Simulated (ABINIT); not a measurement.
The system is AgBr.

```
Ag Br
1.0
     0.00000    2.87015    2.87015
     2.87015    0.00000    2.87015
     2.87015    2.87015    0.00000
Ag Br
1 1
Direct
  0.00000 0.00000 0.00000
  0.50000 0.50000 0.50000
```

Base run:

| Quantity | Value |
| --- | --- |
| Program | ABINIT 10.8.3 (patched build) |
| Functional | r2SCAN |
| Potentials or basis | JTH PAW PBE v2.0 |
| Cutoff | 544 eV |
| k mesh | 6 × 6 × 6 |
| Occupations | fermi-dirac, width 0.05 eV |
| Spin | no spin polarisation |

Its results: band gap on the k mesh 1.23 eV, indirect (least direct gap 3.26 eV); pressure 1.1 GPa.

**Question.** The run is repeated on the same cell with these changes: potentials or basis from JTH PAW PBE v2.0 to Ansatz NC r2SCAN; cutoff from 544 eV to 1469 eV; valence electrons from 18 to 26. What comes out?

**Answer.** Band gap on the k mesh 1.30 eV, indirect (least direct gap 3.30 eV); pressure 1.1 GPa.

Caveats: the PAW data sets were made with another functional, which shifts forces and pressure a little (some runs).
